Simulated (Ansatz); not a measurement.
Input and output for Na (fcc type): DFT, PBE, all-electron LAPW, scalar-relativistic (Ansatz 0.2.0). This run: bulk in the slab's orientation.

The cell comes from a relaxation on PAW files under the same functional, begun from a prototype that needn't be the stable phase.

Command: `ansatz run input.yaml --threads 2 --pin off --max-ram 4096MiB --backend cpu --events-out ev --progress --plain --runs-dir out` It took 26 s on 2 threads of Intel(R) Xeon(R) 6975P-C (Granite Rapids) (shared host), peak memory 0.99 GiB.

```yaml
crystal:
  lattice:
    - [-2.6440235555, 5.288047111, 2.6440235555]
    - [0.0, 0.0, 5.288047111]
    - [10.576094222, 5.288047111, 0.0]
  atoms:
    - { symbol: Na, position: [0.0, 0.0, 0.0] }
    - { symbol: Na, position: [0.0, 0.5, 0.5] }
    - { symbol: Na, position: [0.2, 0.4, 0.8] }
    - { symbol: Na, position: [0.4, 0.3, 0.1] }
    - { symbol: Na, position: [0.6, 0.2, 0.4] }
    - { symbol: Na, position: [0.8, 0.1, 0.7] }
    - { symbol: Na, position: [0.2, 0.9, 0.3] }
    - { symbol: Na, position: [0.4, 0.8, 0.6] }
    - { symbol: Na, position: [0.6, 0.7, 0.9] }
    - { symbol: Na, position: [0.8, 0.6, 0.2] }
kpoints:
  mp_grid: { grid: [9, 9, 4] }
scf:
  occupations: { method: fermi_dirac, width: 0.1 }
hamiltonian:
  xc: pbe
  pseudopotentials: { kind: all_electron, lapw: { basis_error: 0.001 } }
output:
  forces: true
  stress: true
  eigenvalues: true
```

Output:

```
LAPW: plane waves up to 4.375 Å⁻¹, error target 1.0e-3 eV per atom; small_component_spin mean_spin; Na in spheres of 1.870 Å, 9 of its electrons in bands, Dirac shells [] (how accurate: hamiltonian.pseudopotentials.lapw.basis_error, Limitations)
Engine: ansatz 0.2.0
Pseudopotentials: kind: all_electron
Pseudopotential: Na, LAPW, valence charge 9, lapw/all_electron/scalar/gaussian/Na, Koelling and Harmon's equation, gaussian nucleus
Functional definition: PBE
  parameter kappa = 0.804
  parameter beta = 0.06672455060314922
  exchange = pbe_x(kappa = kappa, mu = beta*pi^2/3)
  correlation = pbe_c(beta = beta)
Crystal: 10 atoms, lattice volume = 369.680 Å³
Basis set: ecut = 72.92827101859521 eV, 519 PW (Γ), exchange–correlation at level 2
Bands: 55, of which v1, the nominal top of the filled ones, is band 45 counted from 1 (44 counted from 0)
Symmetry: 40 space group operations
Space group: Fm-3m (ITA 225), of the structure as read, at distance tolerance 7.2e-5 Å
k-points: 95 of 324
Non-local potential: Na, projectors of the file, none
Initial density: superposition of atomic densities (chi_scale 0.1, normalization cell)
Initial wavefunctions: plane waves of lowest kinetic energy (no species holds an atomic orbital)
Functional: x = pbe(κ = 0.804, μ = 0.2195149727645171), c = pbe(β = 0.06672455060314922)
iter 1 solved again at ethr=1.83e-5 eV; its pass at ethr=1.00e-1 eV (dr2=1.65e-2 eV) is discarded
SCF iter   1: F=—  HF=-44200.820860 eV  |F-HF|=—  |Δ(HF+E_count)|=         —  Δρ=1.82e-3  dr2=1.65e-2  ethr=1.83e-5  ⟨swp⟩=3.5  Hψ=39845  notcnv=0
preconditioner: auto → Kerker (q_TF=auto, 2.156 Å⁻¹)  [metal: Δε(μ)=0.014 eV  Ē_g=3.142 eV  σ=0.100 eV  W_gap=0.04  n_scr=64 (ndim 8)  ℏωp=6.1 eV  f_vac=0.000  D(μ)=4.74/eV (n_scr^D=26)]
SCF iter   2: F=—  HF=-44200.813111 eV  |F-HF|=—  |Δ(HF+E_count)|=   7.75e-3  Δρ=1.24e-3  dr2=8.66e-3  ethr=1.83e-5  ⟨swp⟩=2.0  Hψ=15517  notcnv=0
SCF iter   3: F=—  HF=-44200.813917 eV  |F-HF|=—  |Δ(HF+E_count)|=   8.06e-4  Δρ=5.23e-4  dr2=1.94e-3  ethr=9.62e-6  ⟨swp⟩=2.0  Hψ=15517  notcnv=0
SCF iter   4: F=—  HF=-44200.813820 eV  |F-HF|=—  |Δ(HF+E_count)|=         —  Δρ=3.20e-4  dr2=7.74e-4  ethr=2.16e-6  ⟨swp⟩=2.0  Hψ=15517  notcnv=0
the basis was enlarged: its passes take 51.1 MiB over the memory plan, 2 of 2 planned eigensolver slots
iter 5 solved again at ethr=1.35e-8 eV; its pass at ethr=8.60e-7 eV (dr2=1.21e-5 eV) is discarded
SCF iter   5: F=—  HF=-44200.814238 eV  |F-HF|=—  |Δ(HF+E_count)|=   4.18e-4  Δρ=4.53e-5  dr2=1.21e-5  ethr=1.35e-8  ⟨swp⟩=2.0  Hψ=26985  notcnv=0
SCF iter   6: F=—  HF=-44200.814243 eV  |F-HF|=—  |Δ(HF+E_count)|=   4.82e-6  Δρ=1.14e-5  dr2=4.21e-7  ethr=1.35e-8  ⟨swp⟩=3.0  Hψ=16214  notcnv=0
SCF iter   7: F=-44200.814243 eV  HF=-44200.814243 eV  |F-HF|=6.21e-9  |Δ(HF+E_count)|=   6.28e-7  Δρ=1.15e-6  dr2=5.84e-9  ethr=4.67e-10  ⟨swp⟩=3.0  Hψ=16215  notcnv=0
SCF 1 converged in 7 iterations: F = -44200.814243 eV  dr2 = 5.84e-9
SCF converged after 7 iterations
Free energy (F): -44200.814243 eV
Harris-Foulkes:  -44200.814243 eV  (|F-HF|=6.21e-9)
Internal energy: -44200.658332 eV  (E = F + TS)
E sigma→0 (E₀):  -44200.736288 eV
Entropy (-TS):   -0.155912 eV (-15.591 meV/atom)
Fermi energy:    1.616820 eV
--- Per-component energies (eV) ---
  E_band       = -2423.104521
  E_kinetic    = 44230.239250
  E_xc         = -3907.046740
  E_electrostatic = -84523.850842  (all electrons and nuclei)
  E_smearing   = -0.155912  (= −TS)
  E_closure    = 0.000000  (closes the sum)
  E_atoms      = -44187.703678  (free atoms, spherical and without spin; not in F)
  Σ components = -44200.814243   (vs F -44200.814243, Δ=0.00e0)
  Basis errors (estimates in eV, not in F): energy 2.3e-4 per atom: plane waves 2.3e-4 (1.6e-4 summed), levels above the bands 2.4e-14, relativity 8.8e-10, radial functions 1.8e-6, core shells 1.3e-16; eigenvalues (radial functions only) 5.9e-7; not estimated: angular momenta, meshes, grids; target (lapw.basis_error) 1.0e-3; muffin-tin radii Na 1.870 Å
--- Forces (eV/Å), atoms counted from 1 ---
  atom   1  Na     0.00000000    -0.00000000    -0.00000000
  atom   2  Na     0.00000000    -0.00000000    -0.00000000
  atom   3  Na     0.00000000    -0.00000000    -0.00000000
  atom   4  Na     0.00000000    -0.00000000    -0.00000000
  atom   5  Na    -0.00000000    -0.00000000     0.00000000
  atom   6  Na    -0.00000000     0.00000000     0.00000000
  atom   7  Na     0.00000000    -0.00000000    -0.00000000
  atom   8  Na     0.00000000    -0.00000000    -0.00000000
  atom   9  Na    -0.00000000    -0.00000000     0.00000000
  atom  10  Na    -0.00000000     0.00000000     0.00000000
  max |Σ_I F_I| component: 2.48e-24 eV/Å
--- Stress (GPa, compression-positive) ---
        0.028590      -0.028489       0.000000
       -0.028489       0.071524      -0.000000
        0.000000      -0.000000       0.023524
  P = ⅓ Tr σ = 0.0412 GPa (0.412 kbar)
--- Band table (eV; the first three rows and the last of 95) ---
  k-point 0: bands = ["-51.3895", "-51.3886", "-51.3886", "-51.3873", "-51.3873", "-51.3873", "-51.3873", "-51.3872", "-51.3872", "-51.3871", "-23.3279", "-23.3213", "-23.3213", "-23.3212", "-23.3212", "-23.3192", "-23.3192", "-23.3173", "-23.3173", "-23.3132", "-23.3132", "-23.3132", "-23.3132", "-23.3103", "-23.3103", "-23.3077", "-23.3076", "-23.3054", "-23.3054", "-23.3053", "-23.3053", "-23.3050", "-23.3050", "-23.3007", "-23.3007", "-23.2977", "-23.2977", "-23.2947", "-23.2947", "-23.2946", "-1.6770", "-0.5769", "-0.5769", "2.5856", "2.5856", "2.5856", "2.5856", "3.3767", "3.5535", "3.5535", "3.9229", "4.3464", "4.3464", "5.1619", "5.1619"]
  k-point 1: bands = ["-51.3895", "-51.3889", "-51.3882", "-51.3875", "-51.3873", "-51.3873", "-51.3872", "-51.3872", "-51.3871", "-51.3871", "-23.3272", "-23.3232", "-23.3214", "-23.3199", "-23.3198", "-23.3190", "-23.3186", "-23.3181", "-23.3169", "-23.3158", "-23.3155", "-23.3153", "-23.3110", "-23.3101", "-23.3081", "-23.3076", "-23.3071", "-23.3070", "-23.3067", "-23.3046", "-23.3040", "-23.3036", "-23.3035", "-23.3033", "-23.2993", "-23.2982", "-23.2963", "-23.2960", "-23.2951", "-23.2948", "-1.6076", "-1.0554", "0.0322", "1.6219", "2.6464", "2.6501", "3.1307", "3.1366", "3.6302", "4.0663", "4.2872", "4.4067", "4.4075", "4.8931", "4.8945"]
  k-point 2: bands = ["-51.3893", "-51.3893", "-51.3878", "-51.3878", "-51.3873", "-51.3873", "-51.3872", "-51.3872", "-51.3871", "-51.3871", "-23.3254", "-23.3254", "-23.3194", "-23.3194", "-23.3189", "-23.3189", "-23.3178", "-23.3178", "-23.3178", "-23.3178", "-23.3173", "-23.3173", "-23.3093", "-23.3093", "-23.3079", "-23.3079", "-23.3073", "-23.3073", "-23.3068", "-23.3068", "-23.3032", "-23.3032", "-23.3012", "-23.3012", "-23.2995", "-23.2995", "-23.2963", "-23.2963", "-23.2954", "-23.2954", "-1.3998", "-1.3998", "0.7672", "0.7672", "2.8314", "2.8314", "2.8371", "2.8371", "4.5887", "4.5887", "4.5887", "4.5887", "4.5902", "4.5902", "4.6967"]
  k-point 94: bands = ["-51.3883", "-51.3883", "-51.3883", "-51.3883", "-51.3875", "-51.3875", "-51.3873", "-51.3873", "-51.3872", "-51.3872", "-23.3250", "-23.3250", "-23.3244", "-23.3244", "-23.3225", "-23.3225", "-23.3149", "-23.3149", "-23.3126", "-23.3126", "-23.3102", "-23.3102", "-23.3101", "-23.3101", "-23.3076", "-23.3076", "-23.3065", "-23.3065", "-23.3059", "-23.3059", "-23.3029", "-23.3029", "-23.3017", "-23.3017", "-23.3013", "-23.3013", "-23.3006", "-23.3006", "-23.2976", "-23.2976", "-0.2386", "-0.2386", "-0.2384", "-0.2384", "1.8795", "1.8795", "1.8821", "1.8821", "2.7880", "2.7880", "4.8533", "4.8533", "5.0512", "5.0512", "5.9366"]
```

Next run, as changes to the input before:

```diff
   lattice:
-    - [-2.6440235555, 5.288047111, 2.6440235555]
-    - [0.0, 0.0, 5.288047111]
-    - [10.576094222, 5.288047111, 0.0]
+    - [6.4765085789, 0.0, 0.0]
+    - [2.158836193, 4.8273044797, 0.0]
+    - [0.0, 0.0, 25.9122]
   atoms:
-    - { symbol: Na, position: [0.0, 0.0, 0.0] }
-    - { symbol: Na, position: [0.0, 0.5, 0.5] }
-    - { symbol: Na, position: [0.2, 0.4, 0.8] }
-    - { symbol: Na, position: [0.4, 0.3, 0.1] }
-    - { symbol: Na, position: [0.6, 0.2, 0.4] }
-    - { symbol: Na, position: [0.8, 0.1, 0.7] }
-    - { symbol: Na, position: [0.2, 0.9, 0.3] }
-    - { symbol: Na, position: [0.4, 0.8, 0.6] }
-    - { symbol: Na, position: [0.6, 0.7, 0.9] }
-    - { symbol: Na, position: [0.8, 0.6, 0.2] }
+    - { symbol: Na, position: [0.0, 0.75, 0.3859182855] }
+    - { symbol: Na, position: [0.4, 0.05, 0.4315509713] }
+    - { symbol: Na, position: [0.8, 0.35, 0.4771836571] }
+    - { symbol: Na, position: [0.2, 0.65, 0.5228163429] }
+    - { symbol: Na, position: [0.6, 0.95, 0.5684490287] }
+    - { symbol: Na, position: [0.0, 0.25, 0.6140817145] }
 kpoints:
-  mp_grid: { grid: [9, 9, 4] }
+  mp_grid: { grid: [9, 9, 1] }
 scf:
   eigenvalues: true
+  populations: true
+  dos: { projected: true, de: 0.2, e_range: [-14, 8] }
+efield:
+  axis: 3
+  amplitude: 0
+  dipole_correction: true
```

Results part of the output:

```
SCF 1 converged in 8 iterations: F = -26519.521062 eV  dr2 = 5.29e-8
SCF converged after 8 iterations
Free energy (F): -26519.521062 eV
Harris-Foulkes:  -26519.521062 eV  (|F-HF|=1.30e-7)
Internal energy: -26519.399215 eV  (E = F + TS)
E sigma→0 (E₀):  -26519.460139 eV
Entropy (-TS):   -0.121846 eV (-20.308 meV/atom)
Fermi energy:    -1.360945 eV
Dipole field:    D = -0.000000 V/Å  (p = -0.000000 e·Å, saw-weighted, corrected)
Work function:   Φ+ = 2.5622 eV   Φ− = 2.5622 eV
Levels:          The Fermi level and band energies are counted from a zero that moves with the ramp; work functions are not
--- Per-component energies (eV) ---
  E_band       = -1626.263909
  E_kinetic    = 26535.552711
  E_xc         = -2342.449742
  E_efield     = 0.000000  (sawtooth field / dipole correction)
  E_electrostatic = -50712.502185  (all electrons and nuclei)
  E_smearing   = -0.121846  (= −TS)
  E_closure    = 0.000000  (closes the sum)
  E_atoms      = -26512.622207  (free atoms, spherical and without spin; not in F)
  Σ components = -26519.521062   (vs F -26519.521062, Δ=0.00e0)
  Basis errors (estimates in eV, not in F): energy 3.7e-4 per atom: plane waves 3.3e-4 (1.9e-4 summed), levels above the bands 5.2e-13, relativity 2.4e-9, radial functions 3.6e-5, core shells 9.1e-10; eigenvalues (radial functions only) 2.6e-7; not estimated: angular momenta, meshes, grids; target (lapw.basis_error) 1.0e-3; muffin-tin radii Na 1.870 Å
--- Forces (eV/Å), atoms counted from 1 ---
  atom   1  Na     0.01103230    -0.00493380     0.06543435
  atom   2  Na     0.00686942    -0.00307210     0.01026256
  atom   3  Na     0.00219947    -0.00098363    -0.03172459
  atom   4  Na    -0.00219947     0.00098363     0.03172459
  atom   5  Na    -0.00686942     0.00307210    -0.01026256
  atom   6  Na    -0.01103230     0.00493380    -0.06543435
  max |Σ_I F_I| component: 1.36e-10 eV/Å
--- Stress (GPa, compression-positive) ---
       -0.101177      -0.031391      -0.018241
       -0.031391      -0.157330       0.008158
       -0.018241       0.008158      -0.075382
  P = ⅓ Tr σ = -0.1113 GPa (-1.113 kbar)
--- Band table (eV; the first three rows and the last of 25) ---
  k-point 0: bands = ["-54.9071", "-54.9071", "-54.5527", "-54.5524", "-54.4184", "-54.4175", "-26.8318", "-26.8318", "-26.8269", "-26.8269", "-26.8201", "-26.8201", "-26.4855", "-26.4789", "-26.4714", "-26.4701", "-26.4690", "-26.4674", "-26.3475", "-26.3426", "-26.3375", "-26.3370", "-26.3348", "-26.3323", "-4.2067", "-2.9787", "-1.4904", "-0.1398", "0.0178", "0.0436", "0.8098", "1.0460", "1.3772"]
  k-point 1: bands = ["-54.9071", "-54.9071", "-54.5527", "-54.5524", "-54.4184", "-54.4176", "-26.8318", "-26.8318", "-26.8269", "-26.8268", "-26.8202", "-26.8201", "-26.4855", "-26.4789", "-26.4715", "-26.4702", "-26.4690", "-26.4674", "-26.3474", "-26.3427", "-26.3373", "-26.3372", "-26.3348", "-26.3323", "-4.1251", "-2.8988", "-1.4135", "-0.3395", "-0.0622", "0.4645", "0.7311", "0.8773", "0.9596"]
  k-point 2: bands = ["-54.9071", "-54.9071", "-54.5527", "-54.5524", "-54.4183", "-54.4176", "-26.8318", "-26.8318", "-26.8268", "-26.8268", "-26.8202", "-26.8202", "-26.4856", "-26.4789", "-26.4715", "-26.4703", "-26.4689", "-26.4674", "-26.3472", "-26.3431", "-26.3377", "-26.3367", "-26.3348", "-26.3323", "-3.8810", "-2.6599", "-1.1852", "-0.5740", "-0.3322", "0.1623", "0.4477", "0.7054", "0.8992"]
  k-point 24: bands = ["-54.9071", "-54.9071", "-54.5527", "-54.5524", "-54.4181", "-54.4178", "-26.8319", "-26.8318", "-26.8268", "-26.8268", "-26.8202", "-26.8202", "-26.4857", "-26.4787", "-26.4716", "-26.4701", "-26.4689", "-26.4673", "-26.3437", "-26.3437", "-26.3409", "-26.3364", "-26.3344", "-26.3329", "-3.1199", "-2.9751", "-2.0157", "-1.6251", "-0.5163", "-0.1914", "-0.0058", "0.7310", "1.1285"]
--- Löwdin populations: 6 sites ---
  site symbol       q [e]
     0     Na     10.9267
     1     Na     10.9807
     2     Na     10.9461
     3     Na     10.9461
     4     Na     10.9807
     5     Na     10.9267
  spilling = 0.004438 (of n_electrons = 66.000000)
```

Next run (atoms relaxed), as changes to the input before:

```diff
   atoms:
-    - { symbol: Na, position: [0.0, 0.75, 0.3859182855] }
-    - { symbol: Na, position: [0.4, 0.05, 0.4315509713] }
-    - { symbol: Na, position: [0.8, 0.35, 0.4771836571] }
-    - { symbol: Na, position: [0.2, 0.65, 0.5228163429] }
-    - { symbol: Na, position: [0.6, 0.95, 0.5684490287] }
-    - { symbol: Na, position: [0.0, 0.25, 0.6140817145] }
+    - { symbol: Na, position: [0.014284695, 0.7428576525, 0.3930220914] }
+    - { symbol: Na, position: [0.4042396738, 0.0478801631, 0.4333873586] }
+    - { symbol: Na, position: [0.7976150558, 0.3511924721, 0.4740039124] }
+    - { symbol: Na, position: [0.202384935, 0.6488075325, 0.5259960876] }
+    - { symbol: Na, position: [0.5957603352, 0.9521198324, 0.5666126421] }
+    - { symbol: Na, position: [-0.0142846949, 0.2571423475, 0.6069779078] }
 kpoints:
   eigenvalues: true
-  populations: true
-  dos: { projected: true, de: 0.2, e_range: [-14, 8] }
+relax:
+  f_tol: 0.01
+  max_steps: 12
 efield:
```

Command: `ansatz run input.yaml --threads 2 --pin off --max-ram 4096MiB --backend cpu --events-out ev --progress --plain --runs-dir out` It took 26 s on 2 threads of Intel(R) Xeon(R) 6975P-C (Granite Rapids) (shared host), peak memory 0.5 GiB.

Results part of the output:

```
SCF converged after 2 iterations
Free energy (F): -26519.536879 eV
Harris-Foulkes:  -26519.536879 eV  (|F-HF|=1.16e-8)
Internal energy: -26519.420711 eV  (E = F + TS)
E sigma→0 (E₀):  -26519.478795 eV
Entropy (-TS):   -0.116167 eV (-19.361 meV/atom)
Fermi energy:    -1.362846 eV
Dipole field:    D = -0.000000 V/Å  (p = -0.000000 e·Å, saw-weighted, corrected)
Work function:   Φ+ = 2.5649 eV   Φ− = 2.5649 eV
Levels:          The Fermi level and band energies are counted from a zero that moves with the ramp; work functions are not
--- Per-component energies (eV) ---
  E_band       = -1625.286565
  E_kinetic    = 26536.651729
  E_xc         = -2342.818118
  E_efield     = 0.000000  (sawtooth field / dipole correction)
  E_electrostatic = -50713.254323  (all electrons and nuclei)
  E_smearing   = -0.116167  (= −TS)
  E_closure    = 0.000000  (closes the sum)
  E_atoms      = -26512.622207  (free atoms, spherical and without spin; not in F)
  Σ components = -26519.536879   (vs F -26519.536879, Δ=0.00e0)
  Basis errors (estimates in eV, not in F): energy 3.8e-4 per atom: plane waves 3.5e-4 (2.1e-4 summed), levels above the bands 3.7e-13, relativity 1.4e-9, radial functions 3.1e-5, core shells 1.1e-9; eigenvalues (radial functions only) 2.6e-7; not estimated: angular momenta, meshes, grids; target (lapw.basis_error) 1.0e-3; muffin-tin radii Na 1.751 Å
[... lines left out ...]
  atom   6  Na    -0.00155148     0.00069384     0.00272748
  max |Σ_I F_I| component: 2.33e-8 eV/Å
--- Stress (GPa, compression-positive) ---
       -0.046213      -0.012157      -0.001513
       -0.012157      -0.067961       0.000676
       -0.001513       0.000676       0.000873
  P = ⅓ Tr σ = -0.0378 GPa (-0.378 kbar)
--- Band table (eV; the first three rows and the last of 25) ---
  k-point 0: bands = ["-54.8607", "-54.8607", "-54.5416", "-54.5412", "-54.4007", "-54.4000", "-26.7883", "-26.7882", "-26.7793", "-26.7793", "-26.7756", "-26.7755", "-26.4777", "-26.4672", "-26.4609", "-26.4592", "-26.4575", "-26.4569", "-26.3277", "-26.3246", "-26.3220", "-26.3219", "-26.3185", "-26.3143", "-4.2606", "-2.9833", "-1.4080", "-0.0340", "-0.0237", "-0.0028", "0.8735", "1.0218", "1.4189"]
  k-point 1: bands = ["-54.8607", "-54.8607", "-54.5416", "-54.5412", "-54.4007", "-54.4000", "-26.7883", "-26.7882", "-26.7793", "-26.7793", "-26.7756", "-26.7756", "-26.4777", "-26.4672", "-26.4609", "-26.4592", "-26.4574", "-26.4569", "-26.3277", "-26.3248", "-26.3219", "-26.3216", "-26.3185", "-26.3144", "-4.1789", "-2.9032", "-1.3315", "-0.3928", "0.0597", "0.4152", "0.6954", "0.8853", "0.9598"]
  k-point 2: bands = ["-54.8607", "-54.8607", "-54.5416", "-54.5412", "-54.4006", "-54.4001", "-26.7883", "-26.7882", "-26.7793", "-26.7793", "-26.7757", "-26.7757", "-26.4778", "-26.4672", "-26.4610", "-26.4594", "-26.4574", "-26.4569", "-26.3276", "-26.3253", "-26.3221", "-26.3209", "-26.3186", "-26.3146", "-3.9346", "-2.6639", "-1.1053", "-0.6259", "-0.3908", "0.2783", "0.4139", "0.6893", "0.8830"]
  k-point 24: bands = ["-54.8607", "-54.8607", "-54.5416", "-54.5412", "-54.4004", "-54.4003", "-26.7883", "-26.7882", "-26.7792", "-26.7792", "-26.7756", "-26.7756", "-26.4778", "-26.4671", "-26.4610", "-26.4592", "-26.4574", "-26.4567", "-26.3265", "-26.3253", "-26.3233", "-26.3203", "-26.3182", "-26.3158", "-3.1735", "-3.0277", "-2.0116", "-1.6390", "-0.4290", "-0.1259", "-0.0644", "0.8760", "1.1376"]
--- Relaxed structure (2 steps of the walk, 2 accepted, 0 SCFs on fresh bases) ---
  F+E_penalty+E_count = -26519.53687856 eV   max|allowed force component| = 6.727e-3 eV/Å
  atoms:
    - { symbol: Na, position: [0.01428469499999993, 0.7428576525, 0.3930220914] }
    - { symbol: Na, position: [0.40423967380000003, 0.04788016310000002, 0.4333873586] }
    - { symbol: Na, position: [0.7976150557999999, 0.35119247209999993, 0.4740039124] }
    - { symbol: Na, position: [0.20238493499999996, 0.6488075325, 0.5259960876] }
    - { symbol: Na, position: [0.5957603352, 0.9521198323999998, 0.5666126421] }
    - { symbol: Na, position: [-0.014284694900000006, 0.2571423474499999, 0.6069779078] }
```
